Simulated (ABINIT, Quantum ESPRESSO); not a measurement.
## The electronic dielectric constant of GaP, sorted by core time

```xyz
2
Lattice="0.0000 2.7252 2.7252 2.7252 0.0000 2.7252 2.7252 2.7252 0.0000" Properties=species:S:1:pos:R:3 pbc="T T T"
Ga    0.0000    0.0000    0.0000
P     4.0879    4.0879    4.0879
```

```csv
rung,level,program and potentials,cutoff (eV),k mesh,smearing,task,spin,core time,chip,electronic dielectric constant,notes
GGA,PBEsol,"ABINIT, PseudoDojo NC SR PBEsol v0.4.1 standard",980,"4 × 4 × 4, 4 shifts",fixed,dielectric tensor,off,6 min,Intel Xeon 6975P-C Granite Rapids,11.47,-
GGA,PBE,"Quantum ESPRESSO, PseudoDojo 0.4.1 SR PBE standard",1088,"6 × 6 × 6, shifted",fixed,phonons,off,14 min,Arm Neoverse V1,10.78,cell relaxed first (20.88 Å³/atom)
GGA,PBEsol,"Quantum ESPRESSO, PseudoDojo 0.4 FR PBEsol standard",1088,"6 × 6 × 6, shifted",fixed,dielectric tensor,"SOC, no magnetisation",18 min,Arm Neoverse V2,10.83,-
GGA,PBE,"Quantum ESPRESSO, PseudoDojo 0.4 FR PBE standard",1088,"6 × 6 × 6, shifted",fixed,dielectric tensor,"SOC, no magnetisation",18 min,Arm Neoverse V2,10.51,-
non-local van der Waals functional,vdW-DF-cx,"Quantum ESPRESSO, PseudoDojo 0.4.1 SR PBE standard",1088,"6 × 6 × 6, shifted",fixed,phonons,off,20 min,Arm Neoverse V1,10.85,potentials made for PBE; cell relaxed first (20.30 Å³/atom)
GGA,PBE,"Quantum ESPRESSO, PseudoDojo 0.4.1 SR PBE standard",1088,"4 × 4 × 4, shifted",fixed,phonons and Raman activities,off,49 min,Arm Neoverse V1,11.39,coarse mesh; cell relaxed first (20.87 Å³/atom)
```

Times are single runs on shared hosts and different chips, so they are rough; meshes, cutoffs and the tasks' sizes weigh on the time. Smearing widths are in eV. The cell comes from a database and isn't always the measured one. Meshes differ between rows, which moves values too. All levels ran on this one cell, unrelaxed unless noted. Meshes are those of the run's cell of 2 atoms unless a note names another. Runs on faulty files, with rough fits or with known faults for this quantity aren't shown.

By rung: GGA 10.51 to 11.47; GGA in relaxed cells 10.78; non-local van der Waals functional in relaxed cells 10.85; GGA in relaxed cells on coarse meshes 11.39.

Every level puts the electronic dielectric constant of GaP above the accepted experimental value. The likely cause is that semilocal functionals place the empty states too low: virtual transitions from phosphorus-p-rich bonding states to antibonding states then cost too little energy, and the covalent bonds appear too polarisable. Although GaP has an indirect gap, vertical transitions across the whole zone set this response, so the error in the fundamental gap alone doesn't fix its size.

The two relaxed PBE cells have almost the same volume, yet give 10.78 on the denser mesh and 11.39 on the coarser one. This suggests that Brillouin-zone sampling matters more here than the choice between PBE and PBEsol, which give 10.51 and 10.83 in the matched spin-orbit runs. The closeness of vdW-DF-cx to relaxed PBE is therefore no evidence that dispersion is unimportant, since the functional and the volume change together. Nor can the higher scalar-relativistic PBEsol value be assigned to the absence of spin-orbit coupling, as program and sampling differ too.
